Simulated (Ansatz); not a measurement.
Crystal: N.

```
N
1.0
     4.08406    0.00000    0.00000
     0.00000    4.08406    0.00000
     0.00000    0.00000    5.34591
N
4
Cartesian
  1.6511 2.4330 2.6730
  0.3909 0.3909 0.0000
  2.4330 1.6511 2.6730
  3.6931 3.6931 0.0000
```

Base run:

- Program: Ansatz 0.2.0
- Functional: r2SCAN0
- Potentials or basis: Ansatz PAW
- Cutoff: 500 eV (not typed: the program's choice for these potentials)
- k mesh: 4 × 4 × 3
- Occupations: fermi-dirac, width 0.05 eV
- Spin: no spin polarisation

Its results: band gap on the k mesh 10.45 eV, indirect (least direct gap 10.66 eV); pressure -4.4 GPa; largest force 3.417 eV/Å.

Question: After a change of settings the same cell gave: band gap on the k mesh 10.03 eV, indirect (least direct gap 10.24 eV); pressure -3.0 GPa; largest force 2.616 eV/Å. Which change was it?
A. functional from r2SCAN0 to PBE0; cutoff from 500 eV (not typed: the program's choice for these potentials) to 420 eV (not typed: the program's choice for these potentials)
B. functional from r2SCAN0 to PBEsol; cutoff from 500 eV (not typed: the program's choice for these potentials) to 420 eV (not typed: the program's choice for these potentials)
C. functional from r2SCAN0 to r2SCAN
D. functional from r2SCAN0 to LDA; cutoff from 500 eV (not typed: the program's choice for these potentials) to 420 eV (not typed: the program's choice for these potentials)

Answer: A.

Caveats: odd divisions of the mesh miss points on the zone boundary, where band edges often lie, so the gap on the mesh can be too wide; the PAW data sets come from PBE, with cores solved anew for the run's functional, which leaves a small shift of forces and pressure; forces of over 1 eV/Å show positions far from the minimum, so gaps and moduli don't describe the material at rest; the thresholds are loose for stress.
